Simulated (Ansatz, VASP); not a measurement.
**Cross-check of HfS2 between VASP and Ansatz**

Wanted: the spread between two codes on one cell, functional and k mesh. Of the first pair: The structure shown is the end of the Ansatz relaxation below.

Main program and level: Ansatz 0.2.0; plane waves, with VASP 6.6.1 beside it; single point at PBE with D3(BJ).

## 1. Set-up

The cell holds 3 atoms: 2 S and 1 Hf. Cell: a = 3.623 Å, b = 3.623 Å, c = 32.900 Å, α = 90.0°, β = 90.0°, γ = 120.0°. It derives from HfS2. Vacuum lies along c.

## 2. Ansatz: relaxation, PBE with D3(BJ)

Ansatz runs on its PAW soft_1 files.

This run makes the geometry at which the two programs are then compared.

input.yaml reads:

```yaml
crystal:
  lattice:
    - [3.63966418, 0.0, 0.0]
    - [-1.81983209, 3.1520416411, 0.0]
    - [0.0, 0.0, 32.9]
  atoms:
    - { symbol: S, position: [0.33333333, 0.66666666, 0.4565530977] }
    - { symbol: Hf, position: [0.0, 0.0, 0.5] }
    - { symbol: S, position: [0.66666667, 0.33333334, 0.5434469023] }
  periodic: [true, true, false]
kpoints:
  mp_grid: { grid: [6, 6, 1] }
hamiltonian:
  xc: pbe
  dispersion: d3bj
  pseudopotentials: { kind: paw, azcp: { folder: soft_1 } }
scf:
  occupations: { method: fermi_dirac, width: 0.02 }
relax:
  f_tol: 0.01
  max_steps: 100
  cell: {}
```

Command:

```sh
ansatz run input.yaml --threads 4 --pin off --max-ram 17510MiB --backend cpu --events-out ev --progress --plain --runs-dir out
```

Numbers of over 12 decimals in the logs are rounded to 6 here.

Output:

```text
Engine: ansatz 0.2.0, aarch64-unknown-linux-gnu
Pseudopotentials: kind: paw
Pseudopotential: S, paw, valence charge 6, recommended cutoff 420 eV (normal), soft_1/S.paw.azcp
Pseudopotential: Hf, paw, valence charge 26, recommended cutoff 420 eV (normal), soft_1/Hf.paw.azcp
Functional definition: PBE
  parameter kappa = 0.804
  parameter beta = 0.066725
  exchange = pbe_x(kappa = kappa, mu = beta*pi^2/3)
  correlation = pbe_c(beta = beta)
Crystal: 3 atoms, lattice volume = 377.441 Å³
Basis set: ecut = 420 eV, 7261 PW (Γ), exchange–correlation on 50×50×450 points (8 copies of the dense FFT grid, shifted against one another)
Bands: 23, of which v1, the nominal top of the filled ones, is band 19 counted from 1 (18 counted from 0)
Symmetry: 12 space group operations
Space group: P-3m1 (ITA 164), of the structure as read, at distance tolerance 7.2e-5 Å
k-points: 7 of 36
Non-local potential: S, projectors of the file, l = 0: 2, l = 1: 2, l = 2: 1
Non-local potential: Hf, projectors of the file, l = 0: 3, l = 1: 2, l = 2: 2, l = 3: 3
PAW form: soft (Blöchl's): semilocal exchange-correlation on the pseudo side does not see the compensation charge
PAW one-centre angular grid: S, 110 points (default); XC on 64 Gauss nodes
PAW one-centre angular grid: Hf, 590 points (default); XC on 64 Gauss nodes
Initial density: superposition of atomic densities (neutral atoms: chi_scale 0, normalization atom)
Initial wavefunctions: pseudopotential atomic-orbital guess
Functional: x = pbe(κ = 0.804, μ = 0.219515), c = pbe(β = 0.066725)
SCF iter   1: F=—  HF=-17532.628467 eV  |F-HF|=—  |Δ(HF+E_count)|=         —  Δρ=2.26e-2  dr2=3.10e0  ethr=3.10e-3  ⟨swp⟩=16.4  Hψ=1345  notcnv=0
preconditioner: auto → Resta (q_TF=auto, 1.861 Å⁻¹)  ε∞=1.8  [insulator: Δε(μ)=2.297 eV  Ē_g=11.548 eV  σ=0.020 eV  W_gap=1.00  n_scr=18 (ndim 8)  ℏωp=10.5 eV  f_vac=0.795  D(μ)=0.00/eV (n_scr^D=0)  ε∞_Penn≈1.8  vacuum switching on, ρ_ref=9.7e-3 e/Å³]
SCF iter   2: F=—  HF=-17531.779712 eV  |F-HF|=—  |Δ(HF+E_count)|=   8.49e-1  Δρ=9.02e-3  dr2=3.88e-1  ethr=3.10e-3  ⟨swp⟩=4.1  Hψ=448  notcnv=0
SCF iter   3: F=—  HF=-17531.717818 eV  |F-HF|=—  |Δ(HF+E_count)|=   6.19e-2  Δρ=4.67e-3  dr2=8.72e-2  ethr=1.02e-3  ⟨swp⟩=4.1  Hψ=447  notcnv=0
SCF iter   4: F=—  HF=-17531.709554 eV  |F-HF|=—  |Δ(HF+E_count)|=   8.26e-3  Δρ=2.03e-3  dr2=8.96e-3  ethr=2.29e-4  ⟨swp⟩=4.3  Hψ=405  notcnv=0
SCF iter   5: F=—  HF=-17531.711403 eV  |F-HF|=—  |Δ(HF+E_count)|=   1.85e-3  Δρ=3.03e-4  dr2=2.56e-4  ethr=2.36e-5  ⟨swp⟩=3.0  Hψ=309  notcnv=0
SCF iter   6: F=—  HF=-17531.711514 eV  |F-HF|=—  |Δ(HF+E_count)|=   1.11e-4  Δρ=8.64e-5  dr2=1.69e-5  ethr=6.74e-7  ⟨swp⟩=3.3  Hψ=402  notcnv=0
SCF iter   7: F=—  HF=-17531.711489 eV  |F-HF|=—  |Δ(HF+E_count)|=   2.49e-5  Δρ=2.54e-5  dr2=1.13e-6  ethr=4.45e-8  ⟨swp⟩=2.7  Hψ=338  notcnv=0
SCF iter   8: F=-17531.711490 eV  HF=-17531.711490 eV  |F-HF|=3.81e-8  |Δ(HF+E_count)|=   7.72e-7  Δρ=4.41e-6  dr2=8.46e-8  ethr=2.63e-10  ⟨swp⟩=8.4  Hψ=989  notcnv=0
SCF 1 converged in 8 iterations: F = -17531.711490 eV  dr2 = 8.46e-8
  greatest PAW one-centre occupation: 0.999 electrons in one spin orbital (limit 2), on the Hf atom at site 1 (counted from 0), in its partial waves of l = 0
relax step   1: F+E_penalty+E_count = -17531.71148979 eV  Δ(F+E_penalty+E_count) = +0.000e0 eV  max|allowed force component| = 1.887e-1 eV/Å  Δτ_max = 0.0000 Å  P = -0.026 N/m  Ω = 377.441 Å³  fix = [c, alpha, beta]  reactions: c -0.000 N/m  (8 SCF iters, dr2 threshold 1.00e-7 eV, accepted)
[...]
relax step   2: F+E_penalty+E_count = -17531.71044896 eV  Δ(F+E_penalty+E_count) = +1.041e-3 eV  max|allowed force component| = 2.592e-1 eV/Å  Δτ_max = 0.0479 Å  P = -0.412 N/m  Ω = 372.577 Å³  energy of the carried Pulay correction = +1.833e-4 eV  fix = [c, alpha, beta]  (7 SCF iters, dr2 threshold 3.00e-7 eV, rejected (line search))
[...]
relax step   3: F+E_penalty+E_count = -17531.71613068 eV  Δ(F+E_penalty+E_count) = -4.641e-3 eV  max|allowed force component| = 7.068e-3 eV/Å  Δτ_max = 0.0229 Å  P = -0.096 N/m  Ω = 374.427 Å³  energy of the carried Pulay correction = +1.133e-4 eV  fix = [c, alpha, beta]  reactions: c -0.000 N/m  (10 SCF iters, accepted)
[...]
relax step   4: F+E_penalty+E_count = -17531.71619068 eV  Δ(F+E_penalty+E_count) = -5.999e-5 eV  max|allowed force component| = 4.592e-3 eV/Å  Δτ_max = 0.0007 Å  P = -0.034 N/m  Ω = 374.004 Å³  energy of the carried Pulay correction = +1.293e-4 eV  fix = [c, alpha, beta]  reactions: c -0.000 N/m  (5 SCF iters, dr2 threshold 1.38e-8 eV, accepted)
[...]
relax step   5: F+E_penalty+E_count = -17531.71606760 eV  Δ(F+E_penalty+E_count) = +1.231e-4 eV  max|allowed force component| = 4.465e-3 eV/Å  Δτ_max = 0.0000 Å  P = -0.036 N/m  Ω = 374.004 Å³  fix = [c, alpha, beta]  reactions: c -0.000 N/m  stress off target by 3.58e-2 N/m on what of the cell is left free  SCF on the basis re-selected at this cell (its energy is not comparable with the rows above)  (8 SCF iters)
basis re-selected at this cell: Δ(F+E_penalty+E_count) = +1.231e-4 eV, ΔP = -0.001 N/m vs the last step (what re-selecting the basis moved, of the pressure what is left beyond the Pulay correction that the steps carried, after the strain that the cell walked since its last selection, with what the two solves' SCF thresholds leave and, on support functions, any second-order correction that the steps lacked; it is no m [...]
SCF converged after 8 iterations
Free energy (F): -17531.716068 eV
Harris-Foulkes:  -17531.716068 eV  (|F-HF|=8.37e-11)
Internal energy: -17531.716068 eV  (E = F + TS)
E sigma→0 (E₀):  -17531.716068 eV
Fermi energy:    -5.736759 eV
--- Per-component energies (eV) ---
  E_band       = -790.111405
  E_kinetic    = 615.928202
  E_local      = -89553.238926  (includes V_loc(G=0)·N_el)
  E_nonlocal   = 130.045143
  E_hartree    = 44257.663828
  E_xc         = -443.776957
  E_vxc        = -419.365376  (∫ρ·V_xc dr)
  E_paw        = -8914.796521  (= ΣΔE_a)
  E_vpaw       = -78.808151  (= ΣTr[D̂ρ^β])
  E_aug_tail   = 0.000082  (compensation charges beyond the density's cutoff)
  E_ewald      = 36377.142534
  E_disp       = -0.683453  (pairwise vdW)
  E_smearing   = -0.000000  (= −TS)
  E_closure    = 0.000000  (closes the sum)
  Σ components = -17531.716068   (vs F -17531.716068, Δ=0.00e0)
--- Forces (eV/Å), atoms counted from 1 ---
  atom   1  S      0.00000000    -0.00000000     0.00446492
  atom   2  Hf     0.00000000     0.00000000     0.00000000
  atom   3  S      0.00000000     0.00000000    -0.00446492
  max |Σ_I F_I| component: 9.25e-18 eV/Å
--- 2D stress c σ (N/m, compression-positive) ---
       -0.035827       0.000000      -0.000000
        0.000000      -0.035827      -0.000000
       -0.000000      -0.000000      -0.000000
  P = ½ c Tr σ = -0.0358 N/m
--- Relaxed structure (4 steps of the walk, 3 accepted, 1 SCFs on fresh bases) ---
  F+E_penalty+E_count = -17531.71606760 eV   max|allowed force component| = 4.465e-3 eV/Å   (the final SCF, on the basis selected at the relaxed cell)
  cell:  # Å, volume = 374.0038 Å³
    - [3.623054, 0.0, 0]
    - [-1.811527, 3.137656, 0]
    - [0, 0, 32.9]
  atoms:
    - { symbol: S, position: [0.333333, 0.666667, 0.455836] }
    - { symbol: Hf, position: [0, 0, 0.500000] }
    - { symbol: S, position: [0.666667, 0.333333, 0.544164] }
```

Reading the cycles: dr2 is the Hartree energy of the density residual (eV), the measure of convergence; HF is the Harris–Foulkes estimate of the energy, which meets the free energy F at convergence.

## 3. VASP: single point, PBE with D3(BJ), relaxed cell, pair 1

The same cell, functional, mesh and smearing now go to VASP, with its own data sets.

Lines of VASP's logs that name or quote its potential files are left out, and so is its time.

INCAR reads:

```
SYSTEM = HfS2
PREC = Accurate
ENCUT = 400
EDIFF = 1E-06
NELM = 120
ISMEAR = -1
SIGMA = 0.02
LREAL = .FALSE.
ALGO = Normal
GGA = PE
IVDW = 12
NBANDS = 17
LASPH = .TRUE.
LORBIT = 11
LWAVE = .FALSE.
LCHARG = .FALSE.
ISIF = 2
LDIPOL = .TRUE.
IDIPOL = 3
DIPOL = 0.5 0.5 0.5
LVHAR = .TRUE.
GGA_COMPAT = .FALSE.
EFERMI = MIDGAP
NELMDL = -8
KPAR = 2
```

POSCAR reads:

```
HfS2
1.0
    3.6230536076      0.0000000000      0.0000000000
   -1.8115268038      3.1376564635      0.0000000000
    0.0000000000      0.0000000000     32.9000000000
S Hf
2 1
Direct
    0.3333333333      0.6666666667      0.4558359113
    0.6666666667      0.3333333333      0.5441640887
    0.0000000000      0.0000000000      0.5000000000
```

KPOINTS reads:

```
Automatic mesh
0
Gamma
6 6 1
0 0 0
```

PAW data sets: S and Hf_pv (PBE family, release 64).

Command:

```sh
mpirun -np 2 vasp_std
```

Output:

```text
[banner, memory and clock lines left out]
running    2 mpi-ranks, on    1 nodes
 distrk:  each k-point on    1 cores,    2 groups
 distr:  one band on    1 cores,    1 groups

 POSCAR found type information on POSCAR S Hf
 POSCAR found :  2 types and       3 ions
 LDA part: xc-table for (Slater+PW92), standard interpolation
 POSCAR, INCAR and KPOINTS ok, starting setup
 FFT: planning ... GRIDC
 FFT: planning ... GRID_SOFT
 FFT: planning ... GRID
 WAVECAR not read
 entering main loop
       N       E                     dE             d eps       ncg     rms          rms(c)
DAV:   1     0.100706303329E+03    0.10071E+03   -0.79796E+03   302   0.721E+02
DAV:   2    -0.108128505868E+02   -0.11152E+03   -0.10722E+03   335   0.153E+02
DAV:   3    -0.245430852833E+02   -0.13730E+02   -0.13693E+02   321   0.554E+01
DAV:   4    -0.247632736188E+02   -0.22019E+00   -0.21947E+00   355   0.882E+00
DAV:   5    -0.247694359411E+02   -0.61623E-02   -0.61601E-02   332   0.140E+00
DAV:   6    -0.247696868981E+02   -0.25096E-03   -0.25088E-03   372   0.262E-01
DAV:   7    -0.247697002836E+02   -0.13385E-04   -0.13384E-04   332   0.568E-02
DAV:   8    -0.247697011747E+02   -0.89108E-06   -0.89120E-06   340   0.135E-02    0.492E+01
DAV:   9    -0.230175694481E+02    0.17521E+01   -0.51206E+00   302   0.106E+01    0.370E+01
DAV:  10    -0.230645549992E+02   -0.46986E-01   -0.26044E+00   305   0.909E+00    0.948E+00
DAV:  11    -0.229100752766E+02    0.15448E+00   -0.66045E-01   296   0.458E+00    0.264E+00
DAV:  12    -0.229089631271E+02    0.11121E-02   -0.50979E-02   345   0.134E+00    0.607E-01
DAV:  13    -0.229086396384E+02    0.32349E-03   -0.48938E-03   307   0.368E-01    0.338E-01
DAV:  14    -0.229083182596E+02    0.32138E-03   -0.57208E-04   337   0.131E-01    0.143E-01
[...]
DAV:  18    -0.229087412606E+02   -0.11066E-03   -0.80747E-06   336   0.118E-02    0.194E-02
DAV:  19    -0.229088264204E+02   -0.85160E-04   -0.47673E-06   334   0.724E-03    0.201E-02
DAV:  20    -0.229088867169E+02   -0.60297E-04   -0.85058E-07   288   0.338E-03    0.512E-03
DAV:  21    -0.229089266095E+02   -0.39893E-04   -0.11289E-06   281   0.408E-03    0.877E-03
DAV:  22    -0.229089442648E+02   -0.17655E-04   -0.41538E-07   240   0.215E-03    0.298E-03
DAV:  23    -0.229089479497E+02   -0.36849E-05   -0.61895E-08   266   0.945E-04    0.133E-03
DAV:  24    -0.229089519419E+02   -0.39922E-05   -0.12073E-07   253   0.879E-04    0.182E-04
DAV:  25    -0.229089525665E+02   -0.62456E-06   -0.97500E-09   266   0.356E-04
   1 F= -.23592511E+02 E0= -.23592511E+02  d E =-.672057E-14
```

OUTCAR, selected parts (step 3):

```text
ion  position               nearest neighbor table
   1  0.333  0.667  0.456-   3 2.55   3 2.55   3 2.55
   2  0.667  0.333  0.544-   3 2.55   3 2.55   3 2.55
   3  0.000  0.000  0.500-   1 2.55   2 2.55   2 2.55   1 2.55   2 2.55   1 2.55

  LATTYP: Found a hexagonal cell.
 ALAT       =     3.6230536076
 C/A-ratio  =     9.0807378425

 Subroutine GETGRP returns: Found 12 space group operations
 (whereof 12 operations were pure point group operations)

The static configuration has the point symmetry D_3d.

 Found      7 irreducible k-points:

   k-points           NKPTS =      7   k-points in BZ     NKDIM =      7   number of bands    NBANDS=     17

   dimension x,y,z NGX =    24 NGY =   24 NGZ =  216
   dimension x,y,z NGXF=    48 NGYF=   48 NGZF=  432

   ENCUT  =  400.0 eV  29.40 Ry    5.42 a.u.   5.91  5.91 53.65*2*pi/ulx,y,z

   NELECT =      22.0000    total number of electrons

 k-points in reciprocal lattice and weights: Automatic mesh
   0.00000000  0.00000000  0.00000000       0.028
   0.16666667 -0.00000000  0.00000000       0.167
   0.33333333 -0.00000000  0.00000000       0.167
   0.50000000 -0.00000000  0.00000000       0.083
   0.16666667  0.16666667  0.00000000       0.167
   0.33333333  0.16666667  0.00000000       0.333
   0.33333333  0.33333333  0.00000000       0.056

 dipolmoment           0.000000      0.000000     -0.000000 electrons x Angstroem

 average (electrostatic) potential at core
       1 -94.9979       2 -94.9979       3 -47.1090

 E-fermi :  -4.0270

 k-point     1 :       0.0000    0.0000    0.0000
  band No.  band energies     occupation
    ...
      7      -7.2375      2.00000
      8      -7.2375      2.00000
      9      -5.5583      2.00000
     10      -4.6451      2.00000
     11      -4.6451      2.00000
     12      -2.5742      0.00000
     13      -2.5742      0.00000
     14      -1.8704      0.00000
     15       0.6865      0.00000
     16       1.0716      0.00000
    ...

 k-point     2 :       0.1667   -0.0000    0.0000
  band No.  band energies     occupation
    ...
      7      -7.7416      2.00000
      8      -7.0942      2.00000
      9      -6.1563      2.00000
     10      -5.2238      2.00000
     11      -5.1519      2.00000
     12      -2.7163      0.00000
     13      -1.8039      0.00000
     14      -1.3442      0.00000
     15       0.2549      0.00000
     16       0.9873      0.00000
    ...

 k-point     3 :       0.3333   -0.0000    0.0000
  band No.  band energies     occupation
    ...
      7      -7.8599      2.00000
      8      -7.1730      2.00000
      9      -6.9794      2.00000
     10      -5.6766      2.00000
     11      -5.5444      2.00000
     12      -3.2260      0.00000
     13      -0.8936      0.00000
     14      -0.6651      0.00000
     15       1.0922      0.00000
     16       1.3041      0.00000
    ...

 Edisp (eV)   -0.68356

  Total      -0.28653    -0.28653    -0.22714    -0.00000    -0.00000     0.00000
  in kB      -1.22747    -1.22747    -0.97305    -0.00000    -0.00000     0.00000
  external pressure =       -1.14 kB  Pullay stress =        0.00 kB

  energy-cutoff  :      400.00
  volume of cell :      374.00
      direct lattice vectors                 reciprocal lattice vectors
     3.623053608  0.000000000  0.000000000     0.276010269  0.159354603  0.000000000
    -1.811526804  3.137656463  0.000000000     0.000000000  0.318709206  0.000000000
     0.000000000  0.000000000 32.900000000     0.000000000  0.000000000  0.030395137

 POSITION                                       TOTAL-FORCE (eV/Angst)
 -----------------------------------------------------------------------------------
     -0.00000      2.09177     14.99700         0.000000     -0.000000      0.069466
      1.81153      1.04589     17.90300        -0.000000      0.000000     -0.069466
      0.00000      0.00000     16.45000         0.000000      0.000000      0.000000
 -----------------------------------------------------------------------------------
    total drift:                               -0.000000      0.000000      0.000000

  FREE ENERGIE OF THE ION-ELECTRON SYSTEM (eV)
  ---------------------------------------------------
  free  energy   TOTEN  =       -23.5925106336 eV

  energy  without entropy=      -23.5925106336  energy(sigma->0) =      -23.59251063

 vacuum level on the upper side and lower side of the slab         1.707         1.707

 total charge
# of ion       s       p       d       tot
------------------------------------------
    1        1.341   2.430   0.000   3.771
    2        1.341   2.430   0.000   3.771
    3        0.310   6.526   1.427   8.262
--------------------------------------------------
tot          2.992  11.385   1.427  15.804

[... 3 further parts left out ...]
```

Harder data sets than Hf_pv exist (the GW ones), and pressures, volumes and forces can shift noticeably with them.

## 4. Comparison

Known differences besides the potentials themselves: Ansatz cuts the interaction across the vacuum, VASP repeats the sheet with a dipole correction; the data sets hold 38 valence electrons in Ansatz (on its PAW soft_1 files) and 22 in VASP; the cutoff is 420 eV in Ansatz and 400 eV in VASP. Total energies have different zeros and are not compared.

Both answers:

```tsv
quantity	Ansatz	VASP	difference
gap on the k mesh (eV)	1.221	1.236	-0.015
```

Forces (eV/Å; atoms numbered as in POSCAR):

```tsv
atom	Ansatz x, y, z	VASP x, y, z
S1	0.000, 0.000, 0.004	0.000, 0.000, 0.069
S2	0.000, 0.000, -0.004	0.000, 0.000, -0.069
Hf3	0.000, 0.000, 0.000	0.000, 0.000, 0.000
```

The forces differ by 31 meV/Å r.m.s., where the r.m.s. force is 0.002 eV/Å in Ansatz and 0.033 eV/Å in VASP: the atoms lie near their places of rest in Ansatz, so a percentage would say little (all taken over all components). A gap on the mesh is an upper bound, since the band edges may lie between its points; neither run holds spin-orbit coupling, which can move the band edges of a compound of Hf. With vacuum in the cell, a pressure given here is an average over mostly empty space and none of the material.

## 5. Ansatz: relaxation, PBE with D3(BJ)

The two programs are compared at the cell with which this relaxation starts, whose forces are those of its first step. This pair takes another cell of the material, with 6 atoms against 3 for the pair before.

The structure compared here is the start of the Ansatz relaxation; VASP solves that cell, so the two are compared at the walk's first step.

input.yaml, the sections that differ from step 2:

```yaml
crystal:
  lattice:
    - [3.63966418, 0.0, 0.0]
    - [-1.81983209, 3.1520416411, 0.0]
    - [0.0, 0.0, 45.0]
  atoms:
    - { symbol: S, position: [0.33333333, 0.66666666, 0.4009514563] }
    - { symbol: Hf, position: [0.0, 0.0, 0.4327159756] }
    - { symbol: S, position: [0.66666667, 0.33333334, 0.4644804862] }
    - { symbol: S, position: [0.33333333, 0.66666666, 0.5355195138] }
    - { symbol: Hf, position: [0.0, 0.0, 0.5672840244] }
    - { symbol: S, position: [0.66666667, 0.33333334, 0.5990485437] }
  periodic: [true, true, false]
# kpoints, hamiltonian, scf, relax: as in step 2
```

Command:

```sh
ansatz run input.yaml --threads 4 --pin off --max-ram 17510MiB --backend cpu --events-out ev --progress --plain --runs-dir out
```

Output:

```text
[...]
Crystal: 6 atoms, lattice volume = 516.257 Å³
Basis set: ecut = 420 eV, 9955 PW (Γ), exchange–correlation on 50×50×640 points (8 copies of the dense FFT grid, shifted against one another)
Bands: 46, of which v1, the nominal top of the filled ones, is band 38 counted from 1 (37 counted from 0)
Symmetry: 12 space group operations
[...]
k-points: 7 of 36
[...]
cell:  # Å, volume = 509.5803 Å³
    - [3.616053, 0.0, 0]
    - [-1.808026, 3.131593, 0]
    - [0, 0, 45.0]
  atoms:
    - { symbol: S, position: [0.333333, 0.666667, 0.403359] }
    - { symbol: Hf, position: [2.7340158406759706e-18, 0, 0.435704] }
    - { symbol: S, position: [0.666667, 0.333333, 0.467985] }
    - { symbol: S, position: [0.333333, 0.666667, 0.532015] }
    - { symbol: Hf, position: [-2.7340158406759656e-18, 0, 0.564296] }
    - { symbol: S, position: [0.666667, 0.333333, 0.596641] }
[key lines of the parts left out:]
SCF converged after 7 iterations
Free energy (F): -35063.696556 eV
Fermi energy:    -5.755098 eV
P = ½ c Tr σ = -0.0020 N/m
```

(Continued in part 2 of 2.)

[Lines on the potential files, build, host, timing and source positions are cut from VASP's logs without a mark.]

[Logs are printed without paths, hosts, clocks, repeated set-up lines and the standing remarks that a program may print on its own settings, such as how far it seeks lower states.]

[Hosts, paths, dates, database ids (printed as entryN), source tags and the programs' standing remarks are cut or masked in the printed files.]
